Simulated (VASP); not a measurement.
# BN (P6_3/mmc) in VASP: further runs

The runs below take BN through single point, relaxation of cell and atoms, with PBE+D3(BJ).

Everything below comes from runs of VASP 6.6.1. Logs are shortened: lines on timing, memory, paths and dates and some standing lists are left out, and cuts for length are marked.

### Step 1. The structure

Symmetry: P6_3/mmc, No. 194, hexagonal system. The conventional cell has a = 2.501 Å, b = 2.501 Å, c = 6.226 Å, α = 90.00°, β = 90.00°, γ = 120.00°. B (site symmetry -6m2) is surrounded by 3 N at 1.44 Å. N (site symmetry -6m2) has 3 B at 1.44 Å as nearest neighbours.

### Step 2. Single point, PBE+D3(BJ)

Input file INCAR:

```
SYSTEM = BN
ALGO = Fast
EDIFF = 1E-7
ENCUT = 520
GGA = PE
ISIF = 2
ISMEAR = 0
IVDW = 12
LASPH = .TRUE.
LCHARG = .TRUE.
LELF = .TRUE.
LREAL = .FALSE.
LVHAR = .TRUE.
LWAVE = .FALSE.
NBANDS = 16
NELM = 100
PREC = Accurate
SIGMA = 0.01
```

Input file KPOINTS:

```
k-points
0
G
  12 12 4
  0 0 0
```

Input file POSCAR:

```
BN
1.0
    2.5008332569      0.0000000000      0.0000000000
   -1.2504166284      2.1657851311      0.0000000000
    0.0000000000      0.0000000000      6.2259822198
B N
2 2
Direct
    0.3333333333      0.6666666667      0.2500000000
    0.6666666667      0.3333333333      0.7500000000
    0.3333333333      0.6666666667      0.7500000000
    0.6666666667      0.3333333333      0.2500000000
```

Potentials or basis: VASP PAW PBE potentials, release 64 (B, N).

The run is started by

```console
$ cat potpaw_PBE.64/B/POTCAR potpaw_PBE.64/N/POTCAR > POTCAR
$ mpirun -np 1 vasp_std > vasp.out
```

OUTCAR:

```text
SYSTEM = BN
   EDIFF = 1E-7
   ENCUT = 520
   GGA = PE
   ISIF = 2
   ISMEAR = 0
   IVDW = 12
   LASPH = .TRUE.
   LREAL = .FALSE.
   NELM = 100
   PREC = Accurate
 IVDW          = 12

 ion  position               nearest neighbor table
   1  0.333  0.667  0.250-   4 1.44   4 1.44   4 1.44
   2  0.667  0.333  0.750-   3 1.44   3 1.44   3 1.44
   3  0.333  0.667  0.750-   2 1.44   2 1.44   2 1.44
   4  0.667  0.333  0.250-   1 1.44   1 1.44   1 1.44

  LATTYP: Found a hexagonal cell.
 ALAT       =     2.5008332569
 C/A-ratio  =     2.4895631097

  Lattice vectors:

 A1 = (   2.5008332569,   0.0000000000,   0.0000000000)
 A2 = (  -1.2504166284,   2.1657851311,   0.0000000000)
 A3 = (   0.0000000000,   0.0000000000,   6.2259822198)

Analysis of symmetry for initial positions (statically):
=====================================================================
 Subroutine PRICEL returns:
 Original cell was already a primitive cell.

 Routine SETGRP: Setting up the symmetry group for a
 hexagonal supercell.

 Subroutine GETGRP returns: Found 24 space group operations
 (whereof 12 operations were pure point group operations)
 out of a pool of 24 trial point group operations.

The static configuration has the point symmetry D_3d.
 The point group associated with its full space group is D_6h.

Analysis of symmetry for dynamics (positions and initial velocities):
=====================================================================
 Subroutine PRICEL returns:
 Original cell was already a primitive cell.

 Routine SETGRP: Setting up the symmetry group for a
 hexagonal supercell.

 Subroutine GETGRP returns: Found 24 space group operations
 (whereof 12 operations were pure point group operations)
 out of a pool of 24 trial point group operations.

The dynamic configuration has the point symmetry D_3d.
 The point group associated with its full space group is D_6h.

 Subroutine INISYM returns: Found 24 space group operations
 (whereof 12 operations are pure point group operations),
 and found     1 'primitive' translations

----------------------------------------------------------------------------------------

                                     Primitive cell

  volume of cell :      33.7216

  direct lattice vectors                    reciprocal lattice vectors
     2.500833257  0.000000000  0.000000000     0.399866723  0.230863160  0.000000000
[... 95 lines left out ...]
   NFREE  =      0    steps in history (QN), initial steepest desc. (CG)
   ISIF   =      2    stress and relaxation
   ISYM   =      2    0-nonsym 1-usesym 2-fastsym
   POTIM  = 0.5000    time-step for ionic-motion
   TEBEG  =    0.0;   TEEND  =   0.0 temperature during run
   PSTRESS=    0.0 pullay stress
   NELECT =      16.0000    total number of electrons
   NUPDOWN=      -1.0000    fix difference up-down
   EMIN   =  10.00;   EMAX   =-10.00  energy-range for DOS
   EFERMI =   0.00;   METHOD = LEGACY
   ISMEAR =     0;   SIGMA  =   0.01  broadening in eV -4-tet -1-fermi 0-gaus
   EFERMI_NEDOS =   21; number of points for ismear=-14 and -15
   IALGO  =     68    algorithm
   IMIX   =      4    mixing-type and parameters
     AMIX     =   0.40;   BMIX     =  1.00
     AMIX_MAG =   1.60;   BMIX_MAG =  1.00
  volume/ion in A,a.u.               =       8.43        56.89
  Fermi-wavevector in a.u.,A,eV,Ry     =   1.276867  2.412928 22.182777  1.630388
  Thomas-Fermi vector in A             =   2.409498
   LORBIT       =      0    0 simple, 1 ext, 2 COOP (PROOUT), +10 PAW based schemes
   GGA     = PE    functional components
   LHFCALC =     F    Hartree Fock is set to
   AEXX    =    0.0000 exact exchange contribution
   IVDW    =    12    specifies the selected vdW correction
   LEPSILON=     F    determine dielectric tensor
   LRPA    =     F    only Hartree local field effects (RPA)
 non-spin polarized calculation
 RMM-DIIS sequential band-by-band and
 Gauss-broadening in eV      SIGMA  =   0.01
  energy-cutoff  :      520.00
  volume of cell :       33.72
 maximum number of plane-waves:       923
 NGX is ok and might be reduce to    20
   NGX =  9   NGY =  9   NGZ = 23

 number of electron      15.9999998 magnetization

 Free energy of the ion-electron system (eV)
  ---------------------------------------------------
  ext. energy  EPLUGINS =         0.00000000
  ---------------------------------------------------
  free energy    TOTEN  =       -35.08967201 eV

  energy without entropy =      -35.08967201  energy(sigma->0) =      -35.08967201

 E-fermi :   3.0396     XC(G=0): -10.5041

 val. band max:        2.8913786893   @ k =   0.3333   0.2500   0.0000
 cond. band min:       7.0320142615   @ k =   0.5000   0.0000   0.0000
 fundamental gap:      4.1406355722
 Fermi energy:         3.0396171117

 k-point     1 :       0.0000    0.0000    0.0000
  band No.  band energies     occupation
      1     -15.0801      2.00000
      2     -14.6084      2.00000
      3      -3.7165      2.00000
      4      -0.8495      2.00000
      5       1.4951      2.00000
      6       1.4951      2.00000
[... 433 lines left out ...]
      3      -4.0900      2.00000
      4      -3.9844      2.00000
      5      -0.7646      2.00000
      6      -0.6866      2.00000
[... 8 lines left out ...]
     15      20.0427      0.00000
     16      21.4562      0.00000

 [... further k-points ...]

------------------------ aborting loop because EDIFF is reached ----------------------------------------

 Edisp (eV)   -0.61169

 E8    (eV) :    -0.1804

  FORCE on cell =-STRESS in cart. coord.  units (eV):
  Direction    XX          YY          ZZ          XY          YZ          ZX
  --------------------------------------------------------------------------------------
  -------------------------------------------------------------------------------------
  Total       0.56533     0.56533     0.49221     0.00000    -0.00000     0.00000
  in kB      26.86004    26.86004    23.38563     0.00000    -0.00000     0.00000
  external pressure =       25.70 kB  Pullay stress =        0.00 kB

 VOLUME and BASIS-vectors are now :
 -----------------------------------------------------------------------------
  energy-cutoff  :      520.00
  volume of cell :       33.72
      direct lattice vectors                 reciprocal lattice vectors
     2.500833257  0.000000000  0.000000000     0.399866723  0.230863160  0.000000000
    -1.250416628  2.165785131  0.000000000     0.000000000  0.461726321  0.000000000
     0.000000000  0.000000000  6.225982220     0.000000000  0.000000000  0.160617227

 POSITION                                       TOTAL-FORCE (eV/Angst)
 -----------------------------------------------------------------------------------
     -0.00000      1.44386      1.55650        -0.000000      0.000000      0.000000
      1.25042      0.72193      4.66949         0.000000     -0.000000      0.000000
     -0.00000      1.44386      4.66949         0.000000     -0.000000      0.000000
      1.25042      0.72193      1.55650         0.000000      0.000000      0.000000
 -----------------------------------------------------------------------------------
    total drift:                               -0.000000      0.000000     -0.000000

  FREE ENERGIE OF THE ION-ELECTRON SYSTEM (eV)
  ---------------------------------------------------
  free  energy   TOTEN  =       -35.7013594638 eV

  energy  without entropy=      -35.7013594638  energy(sigma->0) =      -35.70135946
```

Run time: 19 s. Hardware: 1 thread of Intel Xeon 6975P-C (Granite Rapids), shared host; peak memory 0.16 GiB.

Results:

```
Free energy                : -35.7014 eV
Pressure                   : 2.6 GPa
Band gap on the k mesh     : 4.14 eV, indirect (least direct gap 4.48 eV)
Dispersion energy per atom : -0.153 eV
```

Stress tensor (GPa, compression positive):
```
2.69 0.00 0.00
0.00 2.69 0.00
0.00 0.00 2.34
```

A k mesh can miss the band edges. A hybrid or GW would open this gap; PBE tends to underestimate it.

### Step 3. Relaxation of cell and atoms, PBE+D3(BJ), target pressure 2.5 GPa, at which the enthalpy is minimised

This run uses another cell than the first one, of 8.67 Å³/atom, 1.028 times its volume.

Input file INCAR:

```
ALGO = Normal
EDIFF = 1E-6
EDIFFG = -0.002
ENCUT = 600
GGA = PE
IBRION = 2
ISIF = 3
ISMEAR = 0
IVDW = 12
LASPH = True
LCHARG = False
LREAL = False
LWAVE = False
NELM = 100
NSW = 80
PREC = Accurate
PSTRESS = 25.0
SIGMA = 0.01
```

Input file KPOINTS:

```
k-points
0
Gamma
  12 12 4
```

Input file POSCAR:

```
BN
1.0
    2.5034971638      0.0000000000      0.0000000000
   -1.2517485819      2.1680921421      0.0000000000
    0.0000000000      0.0000000000      6.3860803754
B N
2 2
Direct
    0.3333333333      0.6666666667      0.2500000000
    0.6666666667      0.3333333333      0.7500000000
    0.3333333333      0.6666666667      0.7500000000
    0.6666666667      0.3333333333      0.2500000000
```

Potentials or basis: VASP PAW PBE potentials, release 64 (B, N).

The run is started by

```console
$ cat potpaw_PBE.64/B/POTCAR potpaw_PBE.64/N/POTCAR > POTCAR
$ mpirun -np 1 vasp_std > vasp.out
```

It took 62 s on 1 thread of Intel Xeon 6975P-C (Granite Rapids), shared host; peak memory 0.18 GiB.

It converged, with:

* Free energy: -35.7069 eV
* Relaxed volume: 8.38 Å³/atom
* Relaxed cell: a = 2.501 Å, b = 2.501 Å, c = 6.191 Å, α = 90.00°, β = 90.00°, γ = 120.00°
* Space group after relaxing (to 0.05 Å): P6_3/mmc (No. 194)
* Energy change on relaxing (the enthalpy is what falls): +3.0 meV/atom
* Ionic steps: 10
* Pressure after relaxing: 2.5 GPa
* Band gap on the k mesh: 4.13 eV, indirect (least direct gap 4.47 eV)
* Dispersion energy per atom: -0.154 eV

Step by step:
```csv
step,energy change (eV),largest force (eV/Å),pressure (GPa),volume (Å³)
1,0.0000,0.0000,1.16,34.66
2,0.0053,0.0000,3.74,34.30
3,0.0023,0.0000,2.59,34.46
4,0.0036,0.0000,2.63,34.28
5,0.0066,0.0000,2.68,33.95
6,0.0159,0.0000,2.85,33.31
7,0.0124,0.0000,2.77,33.52
8,0.0127,0.0000,2.79,33.50
9,0.0107,0.0000,1.42,33.65
10,0.0121,0.0000,2.52,33.53
```

Final structure:
```yaml
crystal:
  lattice:
    - [2.50079, 0.00000, 0.00000]
    - [-1.25039, 2.16575, 0.00000]
    - [0.00000, 0.00000, 6.19098]
  atoms:
    - { symbol: B, position: [0.33333, 0.66667, 0.25000] }
    - { symbol: B, position: [0.66667, 0.33333, 0.75000] }
    - { symbol: N, position: [0.33333, 0.66667, 0.75000] }
    - { symbol: N, position: [0.66667, 0.33333, 0.25000] }
```

Levels at points of the mesh, in eV from the valence-band top:
```csv
k point,band 6,band 7,band 8,band 9,band 10,band 11
"(0.00, 0.00, 0.00)",-1.40,-1.33,-1.33,5.71,11.07,11.47
"(0.50, 0.00, 0.00)",-4.12,-1.77,-0.33,4.13,5.95,9.59
"(0.00, 0.00, 0.50)",-1.37,-1.37,-1.37,8.46,8.46,11.57
"(0.50, 0.00, 0.50)",-4.18,-1.00,-1.00,4.66,4.66,9.94
```

Caveat: the cell is relaxed towards a set pressure, so the enthalpy falls and the energy may rise.
